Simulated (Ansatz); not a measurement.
An input for Ansatz 0.2.0 (Sr):

input.yaml

```yaml
crystal:
  lattice:
    - [-2.435, 2.435, 2.435]
    - [2.435, -2.435, 2.435]
    - [2.435, 2.435, -2.435]
  atoms:
    - { symbol: Sr, position: [0.0, 0.0, 0.0] }
kpoints:
  mp_grid: { grid: [4, 4, 4] }
scf:
  occupations: { method: tetrahedron }
hamiltonian:
  xc: r2scan50
  dispersion: d4
  pseudopotentials: { kind: all_electron, datasets: crystal }
output:
  forces: true
  stress: true
  eigenvalues: true
  xc_energy_on_converged_density: [pbesol, rpbe, revpbe]
```

Potentials or basis: all-electron PAW datasets made for the crystal.

Run with:

```console
$ ansatz run input.yaml --threads 1 --pin off --max-ram 2560MiB --backend cpu --events-out ev --progress --plain --runs-dir out
```

Problem. What does the program do with it?

Solution. The run stopped without a result. It printed:

Output:

```text
Error: 2 input errors — fix all and re-run
  2. hamiltonian.xc: <hybrid> with scf.occupations.method: tetrahedron with output.stress: true / relax.cell: / md.ensemble: npt_langevin / elastic: without kpoints.mp_grid.grid: [1, 1, 1] (or any other sampling of one point, a kspacing among them) — under a hybrid the energy of Blöchl's tetrahedra is not stationary in the o
```
